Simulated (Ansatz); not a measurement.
Space group P6/mmm (No. 191). a = 4.837 Å, b = 4.837 Å, c = 4.172 Å, α = 90.00°, β = 90.00°, γ = 120.00°
| atom | site | symmetry | x | y | z |
| --- | --- | --- | --- | --- | --- |
| C | 4h | 3m. | 0.6667 | 0.3333 | 0.1839 |
| C | 6i | 2mm | 0.5000 | 0.5000 | 0.3405 |

Equation of state of this C structure (not necessarily the ground state), with shape and atoms relaxed at each volume where symmetry leaves them free. The calculation used DFT PBE, scalar-relativistic, plane waves, PAW (Ansatz).

Cutoff 420 eV; k points 12×12×8 on the computed 10-atom cell (Γ-centred); Gaussian smearing, width 0.10 eV; no spin polarisation.

```json
{"V (Å³/atom)": "7.440", "E − E(largest V) (meV/atom)": "55.85", "P (GPa)": "38.59", "gap on mesh (eV)": "0.00"}
{"V (Å³/atom)": "7.694", "E − E(largest V) (meV/atom)": "4.29", "P (GPa)": "26.79", "gap on mesh (eV)": "0.00"}
{"V (Å³/atom)": "7.948", "E − E(largest V) (meV/atom)": "-29.85", "P (GPa)": "16.59", "gap on mesh (eV)": "0.00"}
{"V (Å³/atom)": "8.201", "E − E(largest V) (meV/atom)": "-49.01", "P (GPa)": "7.76", "gap on mesh (eV)": "0.00"}
{"V (Å³/atom)": "8.455", "E − E(largest V) (meV/atom)": "-55.11", "P (GPa)": "0.01", "gap on mesh (eV)": "0.00"}
{"V (Å³/atom)": "8.709", "E − E(largest V) (meV/atom)": "-49.68", "P (GPa)": "-6.79", "gap on mesh (eV)": "0.00"}
{"V (Å³/atom)": "8.962", "E − E(largest V) (meV/atom)": "-34.19", "P (GPa)": "-12.74", "gap on mesh (eV)": "0.06"}
{"V (Å³/atom)": "9.300", "E − E(largest V) (meV/atom)": "0.00", "P (GPa)": "-19.49", "gap on mesh (eV)": "0.25"}
```

**Question.** Fit a third-order Birch–Murnaghan equation to E(V).

**Answer.** V0 = 8.46 Å³/atom, B0 = 241 GPa, B0' = 3.5.

This form isn't the element's structure at ambient conditions.